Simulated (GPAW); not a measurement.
Runs of GPAW 26.7.0 on PtS2. The structure is trigonal, space group P-3m1 (No. 164). The conventional cell has a = 3.543 Å, b = 3.543 Å, c = 5.039 Å, α = 90.00°, β = 90.00°, γ = 120.00°. Around Pt (site symmetry -3m) lie 6 S at 2.34 Å. Around S (site symmetry 3m) lie 3 Pt at 2.34 Å. 

| task | level | potentials or basis | k mesh | band path | band points | gap on the mesh (eV) | pressure (GPa) | largest force (eV/Å) |
| --- | --- | --- | --- | --- | --- | --- | --- | --- |
| single point | TB-mBJ | GPAW PAW data sets for LDA (gpaw-data 1.2.1), pw | 8 × 8 × 4 | - | - | 1.29 | - | - |
| band structure | r2SCAN | GPAW PAW data sets (gpaw-data 1.2.1), pw | 7 × 7 × 4 | GMKGALHA,LM,KH | 60 | 0.98 | 9.2 | 1.22 |
| band structure | PBEsol | PAW data sets generated in the run's folder for this functional, pw | 7 × 7 × 4 | GMKGALHA,LM,KH | 60 | 0.74 | (a) | 0.97 |
| band structure | LDA | the program's PAW data sets (release 1.2.1) made for this functional, pw | 7 × 7 × 4 | GMKGALHA,LM,KH | 60 | 0.70 | (b) | 0.76 |

Alike in all rows: no spin polarisation; cell as given; cutoff (eV) 600; smearing fermi-dirac 0.05 eV.

Task: Estimate the missing entries.

Result: (a) 6.4; (b) 3.1.

Caveats: spin-orbit coupling is left out, which moves the levels of the heavy elements; the PAW data sets were made with another functional, which shifts forces and pressure a little (some runs); a model potential gives levels but no total energy (some runs).

A k mesh can miss the band edges, and the runs leave out spin-orbit coupling on Pt.

Runs at the PBE level aren't shown here.
